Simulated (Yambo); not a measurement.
**BP in Yambo: convergence with bands in self energy**

Crystal: BP.

```
CELL_PARAMETERS angstrom
0.00000 2.26900 2.26900
2.26900 0.00000 2.26900
2.26900 2.26900 0.00000
ATOMIC_POSITIONS crystal
P 0.75000 0.75000 0.75000
B 0.00000 0.00000 0.00000
```

```yaml
Program: Yambo 5.3.0
Task: G0W0 quasiparticle levels
Functional: PBEsol
Potentials_or_basis: PseudoDojo 0.4.1 SR PBEsol standard
Cutoff: 1034 eV
Density_cutoff: 4136 eV
k_mesh: 6 × 6 × 6
Occupations: fixed
Spin: no spin polarisation
k_mesh_of_the_self-consistent_run: 10 × 10 × 10
Random_integration_of_the_Coulomb_term: yes
Direction_of_the_field_or_of_q_to_0: x + y + z
Broadening: 0.1 eV
States_corrected: Γ and the k points of the band edges
Frequency_dependence_of_W: plasmon pole
Terminator_of_the_band_sum_in_the_self-energy: none
Quasiparticle_equation: linearised (Newton)
Imaginary_frequency_of_the_plasmon-pole_fit: 27.2114 eV
Bands_in_the_response: 154
Bands_in_the_self-energy: 24
Cutoff_of_the_response_matrix: 15 Ry
Cutoff_of_exchange_and_Vxc: 76 Ry
Bands_corrected_first_last: "[4, 5]"
```

These are the settings of the first run; the series varies bands in self energy, with any setting tied to it.

Question: The values tried are 24, 44, 84, 154, loosest first. From which on does the quasiparticle gap at the points computed stay within 0.05 eV of the tightest run that finished?

Answer: From 84 on.

| bands in self energy | quasiparticle gap at the points computed (eV) |
| --- | --- |
| 24 | 1.869 |
| 44 | 1.932 |
| 84 | 1.978 |
| 154 | 1.998 |

The tightest run that finished is the yardstick and may itself not be fully converged.

Caveat, for the tightest run too: this k mesh misses the band edges, so its gaps are larger than the crystal's; this version prints the column dSc/dw multiplied by 27.2; the quasiparticle gap listed is the Kohn-Sham gap on the denser mesh of the self-consistent run plus the correction found on the GW mesh, so it differs from the gap in the log.
